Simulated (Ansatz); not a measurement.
TiAl3:

```xyz
4
Lattice="2.8397 0.0000 0.0000 0.0000 4.6813 0.0000 0.0000 0.0000 4.9007" Properties=species:S:1:pos:R:3 pbc="T T T"
Ti    0.0000    2.3406    0.8131
Al    0.0000    0.0000    4.0965
Al    1.4198    0.0000    1.6217
Al    1.4198    2.3406    3.2701
```

The cell comes from a database or a generator and needn't be the stable form of this composition.

| Quantity | Value |
| --- | --- |
| Program | Ansatz 0.2.0 |
| Task | relaxation of cell and atoms |
| Functional | PBEsol |
| Potentials or basis | Ansatz PAW |
| Cutoff | 420 eV (not typed: the program's choice for these potentials) |
| k mesh | 9 × 6 × 6 |
| Occupations | fermi-dirac, width 0.05 eV |
| Spin | no spin polarisation |

At the start: volume 16.29 Å³/atom.

Q: Where does the relaxation end?

A: It ends after 5 steps and the volume is 15.90 Å³/atom (-2.4 %); space group Pmm2 (No. 25, to 0.05 Å).

The path:
```
step  energy change (eV)  largest force (eV/Å)  volume (Å³)
   1              0.0000                0.0490        65.15
   2             -0.0221                0.0626        62.79
   3             -0.0255                0.0122        63.58
   4             -0.0256                0.0018        63.59
   5             -0.0252                0.0018        63.59
```

Final structure:
```
CELL_PARAMETERS angstrom
2.76510 0.00000 0.00000
0.00000 4.68780 0.00000
0.00000 0.00000 4.90592
ATOMIC_POSITIONS crystal
Ti 0.00000 0.50000 0.16267
Al 0.00000 0.00000 0.84045
Al 0.50000 0.00000 0.33392
Al 0.50000 0.50000 0.66297
```

Caveat: the plane-wave basis is chosen anew once the cell has moved, so the energies of steps on either side of that aren't comparable; the PAW data sets come from PBE, with cores solved anew for the run's functional, which leaves a small shift of forces and pressure.
